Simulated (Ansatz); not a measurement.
# CdTeH4: the cost of one run

Computed with Ansatz 0.2.0 (DFT PBE, scalar-relativistic, plane waves, PAW, unless a step's input says otherwise).

The COD entry's cell or inner coordinates are ideal or old and differ from later refinements, so a difference from it is no clean test against experiment.

3 further runs of the same task are left out: 3 set aside as unsound or not needed. Runs told in other sessions of the task aren't counted.

### Step 1. The structure to begin with

The structure is cubic, space group F-43m (No. 216). The conventional cell has a = 6.617 Å, b = 6.617 Å, c = 6.617 Å, α = 90.00°, β = 90.00°, γ = 90.00°. Cd (site symmetry -43m) has 4 Te at 2.87 Å in its first shell of neighbours. Around Te (site symmetry -43m) lie 4 Cd at 2.87 Å.

Structure file:

```cif
data_structure
_symmetry_space_group_name_H-M 'F-43m'
_symmetry_Int_Tables_number 216
_cell_length_a 6.6174
_cell_length_b 6.6174
_cell_length_c 6.6174
_cell_angle_alpha 90.000
_cell_angle_beta 90.000
_cell_angle_gamma 90.000
_cell_volume 289.77
loop_
_atom_site_label
_atom_site_type_symbol
_atom_site_symmetry_multiplicity
_atom_site_Wyckoff_symbol
_atom_site_fract_x
_atom_site_fract_y
_atom_site_fract_z
_atom_site_occupancy
Cd1 Cd 4 a 0.00000 0.00000 0.00000 1
Te1 Te 4 d 0.25000 0.25000 0.75000 1
```

This cell was relaxed beforehand with the same method: volume 36.22 Å³/atom, gap on the mesh 0.59 eV.

### Step 2. Next: the cluster of 6 host atoms with H caps, cut as a sphere about cell point 3/8

The cluster is cut from the relaxed crystal and set in a periodic box with vacuum round it. Its excess energy counts from the bulk, -7617.6697 eV an atom. Each H cap counts from half an H2 molecule (-15.872 eV in a separate run).

The cell holds 3 Te, 3 Cd, 12 H: a = 14.900 Å, b = 15.200 Å, c = 15.500 Å, α = 90.00°, β = 90.00°, γ = 90.00°.

### Step 3. Relaxation

The input, input.yaml:

```yaml
crystal:
  lattice:
    - [14.9, 0.0, 0.0]
    - [0.0, 15.2, 0.0]
    - [0.0, 0.0, 15.5]
  atoms:
    - { symbol: Te, position: [0.4452600903, 0.4463404833, 0.6608427086] }
    - { symbol: Cd, position: [0.3342303374, 0.5551788595, 0.5541108816] }
    - { symbol: Te, position: [0.4452600903, 0.6640172358, 0.4473790546] }
    - { symbol: Cd, position: [0.5562898433, 0.337502107, 0.5541108816] }
    - { symbol: Te, position: [0.6673195962, 0.4463404833, 0.4473790546] }
    - { symbol: Cd, position: [0.5562898433, 0.5551788595, 0.3406472275] }
    - { symbol: H, position: [0.3809378456, 0.3832877565, 0.7226750601] }
    - { symbol: H, position: [0.5095823351, 0.50939321, 0.7226750601] }
    - { symbol: H, position: [0.268358159, 0.49060679, 0.490788594] }
    - { symbol: H, position: [0.268358159, 0.6197509291, 0.6174331692] }
    - { symbol: H, position: [0.3809378456, 0.7270699626, 0.3855467032] }
    - { symbol: H, position: [0.5095823351, 0.7270699626, 0.509211406] }
    - { symbol: H, position: [0.4904176649, 0.2729300374, 0.490788594] }
    - { symbol: H, position: [0.6221620216, 0.2729300374, 0.6174331692] }
    - { symbol: H, position: [0.731641841, 0.3832877565, 0.3855467032] }
    - { symbol: H, position: [0.731641841, 0.50939321, 0.509211406] }
    - { symbol: H, position: [0.4904176649, 0.49060679, 0.2773249399] }
    - { symbol: H, position: [0.6221620216, 0.6197509291, 0.2773249399] }
basis:
  ecutwfc: 420
kpoints:
  mp_grid: { grid: [1, 1, 1] }
hamiltonian:
  xc: pbe
scf:
  occupations: { method: gaussian, width: 0.05 }
output:
  forces: true
  eigenvalues: true
  populations: true
  write_density: true
  write_potential: true
  elf: true
  volumetric_format: npy
relax:
  adjacent_minimum: "off"
  f_tol: 0.03
  max_steps: 40
```

On the command line:

```
$ ansatz run input.yaml --threads 4 --pin off --max-ram 11264MiB --backend cpu --events-out ev --progress --plain --runs-dir out
```

What time and memory should one allow on 4 threads of Intel Xeon 6975P-C (Granite Rapids), shared host?

About 93 s, with a peak of 2.1 GiB.
